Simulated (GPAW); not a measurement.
Input of a GPAW 26.7.0 run:

run.py

```python
from ase import Atoms
from ase.dft.bandgap import bandgap
from ase.io import write
from ase.units import GPa
from gpaw import GPAW, PW, setup_paths

setup_paths.insert(0, '.')

atoms = Atoms(['Si', 'Si', 'Si', 'Si', 'O', 'O', 'O', 'O', 'O', 'O', 'O', 'O'],
              cell=[[-2.62333646, 4.776753505, 4.441674725],
                    [2.62333646, -4.776753505, 4.441674725],
                    [2.62333646, 4.776753505, -4.441674725]],
              scaled_positions=[[0.26034098, 0.84494489, 0.41539609],
                                [0.0704512, 0.15505511, 0.91539609],
                                [0.73965902, 0.15505511, 0.58460391],
                                [0.9295488, 0.84494489, 0.08460391],
                                [0.5, 0.0, 0.5],
                                [0.0, 0.0, 0.0],
                                [0.79317541, 0.0, 0.29317541],
                                [0.20682459, 0.5, 0.20682459],
                                [0.20682459, 0.0, 0.70682459],
                                [0.79317541, 0.5, 0.79317541],
                                [0.86931113, 0.11931113, 0.75],
                                [0.13068887, 0.88068887, 0.25]],
              pbc=True)

calc = GPAW(mode=PW(800),
            xc='PBEsol',
            kpts={'size': (4, 4, 4), 'gamma': True},
            occupations={'name': 'fermi-dirac', 'width': 0.05},
            nbands=56,
            convergence={'density': 1e-05, 'energy': 1e-05},
            maxiter=150,
            txt='gpaw.txt')
atoms.calc = calc
energy = atoms.get_potential_energy()
forces = atoms.get_forces()
stress = atoms.get_stress()
calc.write('gs.gpw')
write('result.traj', atoms)
print(f'Energy: {energy:.6f} eV')
print('Forces (eV/A):')
print(forces.round(4))
print('Stress (GPa):', (stress / GPa).round(3))
print('Fermi level:', round(calc.get_fermi_level(), 4), 'eV')
print(f'Gap: {bandgap(calc)[0]:.4f} eV, direct: {bandgap(calc, direct=True)[0]:.4f} eV')

path = atoms.cell.bandpath('GXLTWRX1ZGYSW,L1Y,Y1Z', npoints=81, eps=1e-4)
bs_calc = calc.fixed_density(kpts=path, symmetry='off', nbands=93,
                             convergence={'bands': 'CBM+6.0', 'eigenstates': 1e-6}, txt='bands.txt')
bs = bs_calc.band_structure()
bs.write('bs.json')
print(f'Gap on the path: {bandgap(bs_calc)[0]:.4f} eV')
```

Potentials or basis: PAW data sets generated in the run's folder for this functional, pw.

Run with:

```sh
$ gpaw-setup -f PBEsol O Si
$ OMP_NUM_THREADS=1 python run.py
```

(1) Predict the largest force.

(2) What does it give for the pressure?

Answers

(1) 0.400 eV/Å.

(2) 4.2 GPa.
